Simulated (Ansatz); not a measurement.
`C[SiH3]` + `F[C](F)F`• → `[CH2][SiH3]`• + trifluoromethane at 700 K and 1 bar (hydrogen abstraction from a C–H bond).

Program: Ansatz. Geometries: PBE0-D4/def2-TZVP. ΔE: electronic, gas phase. CCSD(T)/CBS adds triple-zeta CCSD(T) − MP2 to the extrapolated MP2 energy (def2 sets, frozen cores). This one scheme is used for every species. No spin–orbit coupling; open shells (•) take unrestricted orbitals.

```json
{"species": "`C[SiH3]`", "CCSD(T)/CBS energy (Eh)": "-330.73916", "H − E (kJ/mol)": "210.8", "S (J/(mol·K))": "332.0"}
{"species": "`F[C](F)F`•", "CCSD(T)/CBS energy (Eh)": "-337.34656", "H − E (kJ/mol)": "68.7", "S (J/(mol·K))": "315.8"}
{"species": "`[CH2][SiH3]`•", "CCSD(T)/CBS energy (Eh)": "-330.06538", "H − E (kJ/mol)": "173.5", "S (J/(mol·K))": "356.1"}
{"species": "`FC(F)F`", "CCSD(T)/CBS energy (Eh)": "-338.02896", "H − E (kJ/mol)": "105.5", "S (J/(mol·K))": "315.2"}
```

H − E and S are ideal-gas, rigid-rotor, harmonic terms from PBE0-D4/def2-TZVP, with the whole ground term of open shells counted as degenerate. 1 Eh = 2625.50 kJ/mol, R = 8.31446 J/(mol·K).

By hand: ΔE, ΔH, ΔS and ΔG.

ΔE = (-330.06538) + (-338.02896) − (-330.73916) − (-337.34656) = -0.00862 Eh = -22.6 kJ/mol. Δ(H − E) = 173.5 + 105.5 − 210.8 − 68.7 = -0.5, so ΔH = -23.1 kJ/mol. ΔS = 356.1 + 315.2 − 332.0 − 315.8 = 23.5 J/(mol·K). ΔG = -23.1 − 700 × (23.5)/1000 = -39.5 kJ/mol.

By hand: the equilibrium constant, and the temperature at which ΔG would vanish if ΔH and ΔS stayed fixed.

log₁₀ K = −ΔG/(RT ln 10) = 2.9. ΔH and −TΔS have one sign here, so there is no such temperature.

TΔS isn't small against ΔH here. A doubt of 5 kJ/mol in ΔE shifts log₁₀ K by 0.4 here. Modes under 60 cm⁻¹, often nearly free rotors, make the harmonic entropy too high. These are equilibria of isolated gas molecules and say nothing of rates. Largest T1 diagnostic: 0.014 (customary marks: 0.02 for closed shells, 0.045 for open ones).
